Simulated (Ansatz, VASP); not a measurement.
## MgS (Niningerite) in VASP and in Ansatz

```
Mg S
1.0
     0.00000    2.62741    2.62741
     2.62741    0.00000    2.62741
     2.62741    2.62741    0.00000
Mg S
1 1
Direct
  0.00000 0.00000 0.00000
  0.50000 0.50000 0.50000
```

Alike in both runs: task single point; functional r2SCAN; k mesh 8 × 8 × 8; occupations gaussian, width 0.02 eV; no spin polarisation.

|  | VASP | Ansatz |
| --- | --- | --- |
| version | VASP 6.6.1 | Ansatz 0.2.0 |
| potentials or method | VASP PAW PBE potentials, release 64 (Mg, S) | scalar-relativistic, plane waves, PAW |
| plane-wave cutoff (eV) | 520 | 500 |
| valence electrons in the cell | 8 | 16 |

```csv
,VASP,Ansatz,Ansatz less VASP
gap on the k mesh at the Fermi level (eV),3.37,3.40,+0.030
least direct gap on the mesh (eV),4.37,4.40,+0.026
pressure (GPa),-2.7,-2.2,+0.45
```

The two sets of potentials don't hold the same shells in valence.

Caveats: the PAW data sets were made with another functional, which shifts forces and pressure a little (VASP). A k mesh can miss the band edges. r2SCAN opens gaps a little over a GGA but as a rule still falls short of measured ones.
